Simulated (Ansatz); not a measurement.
TaC: the functional and the phonons

TaC in the rock-salt structure, in a typed cell, not relaxed.

```
CELL_PARAMETERS angstrom
0.00000 2.24000 2.24000
2.24000 0.00000 2.24000
2.24000 2.24000 0.00000
ATOMIC_POSITIONS crystal
Ta 0.00000 0.00000 0.00000
C 0.50000 0.50000 0.50000
```

DFT in Ansatz; PBE; all-electron PAW datasets (no frozen core) at 520 eV; k mesh 8×8×8; Fermi–Dirac smearing of 0.1 eV; no spin. Phonons (finite displacements in cells commensurate with each q) are harmonic and in cm⁻¹; i marks an unstable mode. Zone-centre lists hold the optical modes without the non-analytic term.

Caveats: coarse k mesh; soft modes or ε∞ of this crystal moved by over a tenth between k meshes, so they aren't converged.

At 11.24 Å³ an atom it gives top Γ mode (cm⁻¹) 538; lowest mode at X = [0.5, 0, 0.5] (cm⁻¹) 146; top mode at X = [0.5, 0, 0.5] (cm⁻¹) 610.

Question: Repeat with r2SCAN in the same cell, on the same kind of potentials and mesh. What changes?

Answer: 
| functional | cutoff (eV) | volume (Å³/atom) | top Γ mode (cm⁻¹) | lowest mode at X = [0.5, 0, 0.5] (cm⁻¹) | top mode at X = [0.5, 0, 0.5] (cm⁻¹) |
| --- | --- | --- | --- | --- | --- |
| r2SCAN in the same cell | 580 | 11.24 | 529 | 147 | 607 |
